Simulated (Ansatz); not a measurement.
The system is W.

```
W
1.0
     0.00000    2.03000    2.03000
     2.03000    0.00000    2.03000
     2.03000    2.03000    0.00000
W
1
Direct
  0.00000 0.00000 0.00000
```

This isn't the form of W at room conditions, which is bcc.

```yaml
Program: Ansatz 0.2.0
Task: relaxation of cell and atoms
Functional: PBE
Dispersion: D3(BJ)
Potentials_or_basis: Ansatz PAW
Cutoff: "420 eV (not typed: the program's choice for these potentials)"
k_mesh: 11 × 11 × 11
Occupations: fermi-dirac, width 0.05 eV
Spin: no spin polarisation
```

At the start: volume 16.73 Å³/atom.

Problem. Where does the relaxation end?

Solution. It ends after 4 steps and the volume is 16.08 Å³/atom (-3.9 %); space group Fm-3m (No. 225, to 0.05 Å).

The path:
| step | energy change (eV) | largest force (eV/Å) | volume (Å³) |
| --- | --- | --- | --- |
| 1 | 0.0000 | 0.0000 | 16.73 |
| 2 | -0.0237 | 0.0000 | 16.17 |
| 3 | -0.0244 | 0.0000 | 16.08 |
| 4 | -0.0241 | 0.0000 | 16.08 |

Final structure:
```
W
1.0
     0.00000    2.00315    2.00315
     2.00315    0.00000    2.00315
     2.00315    2.00315    0.00000
W
1
Cartesian
  0.0000 0.0000 0.0000
```

Caveat: the plane-wave basis is chosen anew once the cell has moved, so the energies of steps on either side of that aren't comparable; pairwise dispersion overbinds metals, which lowers pressure and volume.
